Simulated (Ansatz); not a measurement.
# YN (Fm-3m): the equilibrium volume

Aim: the volume at which the pressure of YN (Fm-3m) vanishes.

Method: DFT PBE, scalar-relativistic, plane waves, PAW, in Ansatz 0.2.0.

## (1) Starting point

Symmetry: Fm-3m, No. 225, cubic system. Conventional cell: a = 4.897 Å, b = 4.897 Å, c = 4.897 Å, α = 90.00°, β = 90.00°, γ = 90.00°. Around Y (site symmetry m-3m) lie 6 N at 2.45 Å. N (site symmetry m-3m) has 6 Y at 2.45 Å as nearest neighbours.

As a file:

```
CELL_PARAMETERS angstrom
0.00000 2.44836 2.44836
2.44836 0.00000 2.44836
2.44836 2.44836 0.00000
ATOMIC_POSITIONS crystal
Y 0.00000 0.00000 0.00000
N 0.50000 0.50000 0.50000
```

## (2) The first run (PBE, 6×6×6 mesh)

Input file input.yaml:

```yaml
crystal:
  lattice:
    - [0.0, 2.4483614544, 2.4483614544]
    - [2.4483614544, 0.0, 2.4483614544]
    - [2.4483614544, 2.4483614544, 0.0]
  atoms:
    - { symbol: "Y", position: [0.0, 0.0, 0.0] }
    - { symbol: "N", position: [0.5, 0.5, 0.5] }
basis:
  ecutwfc: 420
kpoints:
  mp_grid: { grid: [6, 6, 6] }
hamiltonian:
  xc: pbe
scf:
  occupations: { method: gaussian, width: 0.1 }
output:
  forces: true
  stress: true
  eigenvalues: true
```

The run is started by

```bash
$ ansatz run input.yaml --threads 8 --pin off --max-ram 14336MiB --backend cpu --events-out ev --progress --plain --runs-dir out
```

Further steps of the session: Relaxing cell and atoms.

Before running it: what results should come out? Wanted: volume; pressure; conventional cell; gap on the mesh.

**Answer**, as computed:

| quantity | value |
| --- | --- |
| volume | 14.758 Å³/atom |
| pressure | 0.01 GPa |
| conventional cell | a = 4.906 Å, b = 4.906 Å, c = 4.906 Å, α = 90.00°, β = 90.00°, γ = 90.00° |
| gap on the mesh | 0.21 eV |

Over the 2 runs shown the cell moved from 14.68 to 14.76 Å³/atom, a change of +0.6 %, where the pressure is zero within 0.01 GPa.
